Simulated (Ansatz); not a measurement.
Reactions of C6H14 (`CCC(C)(C)C`).

Isolated molecules relaxed with PBE0-D4/def2-TZVP in Ansatz; ΔE leaves out vibrations. CBS: MP2 limit from def2 TZ/QZ plus the TZ coupled-cluster correction, frozen cores. This one scheme is used for every species. Functionals use def2-TZVPP. Triplets are unrestricted, without spin–orbit coupling. For Sc outer-core shells are correlated without core-valence functions, which leaves a few kJ/mol of doubt a bond. Scalar relativity is left out up to krypton. One conformer a species, not always the lowest.

```json
{"reaction": "`CCC(C)(C)C` + `[OH][Sc]([F])[F]` → `C[O][Sc]([F])[F]` + `CCC(C)C`", "PBE0-D4 (eV)": "0.52"}
{"reaction": "`CCC(C)(C)C` → `CCC(C)C` + `[CH2]` (triplet)", "PBE0-D4 (eV)": "4.52"}
{"reaction": "`CCC(C)(C)C` + `C=C=C` → `C=C=CCC` + `CC(C)C`", "PBE0-D4 (eV)": "-0.08"}
{"reaction": "`CCC(C)(C)C` + H₂S → `CC(C)(C)CS` + CH₄", "PBE0-D4 (eV)": "-0.06"}
{"reaction": "`CCC(C)(C)C` → `CC(C)C(C)C`", "PBE0-D4 (eV)": "0.05"}
{"reaction": "`CCC(C)(C)C` + H₂ → `CC` + `CC(C)C`", "PBE0-D4 (eV)": "-0.63"}
{"reaction": "`CCC(C)(C)C` → `CCC(C)CC`", "PBE0-D4 (eV)": "0.09"}
{"reaction": "`CCC(C)(C)C` → `CC` + `C=C(C)C`", "PBE0-D4 (eV)": "1.02"}
{"reaction": "`CCC(C)(C)C` + H₂ → `CC(C)(C)C` + CH₄", "PBE0-D4 (eV)": "-0.77"}
{"reaction": "`CCC(C)(C)C` + `N[SiH2][SiH2]N` → `CN[SiH2][SiH2]N` + `CC(C)(C)C`", "PBE0-D4 (eV)": "0.34"}
```

(1) Give the CCSD(T)/CBS values in the same order. (Estimate.)

Largest T1 diagnostic: 0.017, for `[OH][Sc]([F])[F]`.

Results:

(1) Computed: 0.60, 4.59, -0.01, -0.04, 0.07, -0.54, 0.13, 0.98, -0.74, 0.39 eV.
